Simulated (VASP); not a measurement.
Crystal: CdSe.

```
Cd Se
1.0
     0.00000    3.07027    3.07027
     3.07027    0.00000    3.07027
     3.07027    3.07027    0.00000
Cd Se
1 1
Direct
  0.00000 0.00000 0.00000
  0.75000 0.75000 0.75000
```

Measurements of this composition are mostly on another form, of space group No. 186.

```yaml
Program: VASP 6.6.1
Task: relaxation of cell and atoms
Functional: PBEsol
Potentials_or_basis: VASP PAW PBE potentials, release 64 (Cd, Se)
Cutoff: 600 eV
k_mesh: 8 × 8 × 8
Occupations: gaussian, width 0.03 eV
Spin: no spin polarisation
```

At the start: pressure -1.1 GPa; volume 28.94 Å³/atom.

Task: How do energy, volume and symmetry change on relaxing?

Result: Over 3 steps the energy falls by 2.5 meV/atom and the volume is 28.27 Å³/atom (-2.3 %); space group F-43m (No. 216, to 0.05 Å).

The path:
```tsv
step	energy change (eV)	largest force (eV/Å)	pressure (GPa)	volume (Å³)
1	0.0000	0.0000	-1.15	57.88
2	-0.0045	0.0000	0.33	56.16
3	-0.0049	0.0000	0.02	56.53
```

Final structure:
```xyz
2
Lattice="0.0000 3.0462 3.0462 3.0462 0.0000 3.0462 3.0462 3.0462 0.0000" Properties=species:S:1:pos:R:3 pbc="T T T"
Cd    0.0000    0.0000    0.0000
Se    4.5693    4.5693    4.5693
```

Caveat: the PAW data sets were made with another functional, which shifts forces and pressure a little.
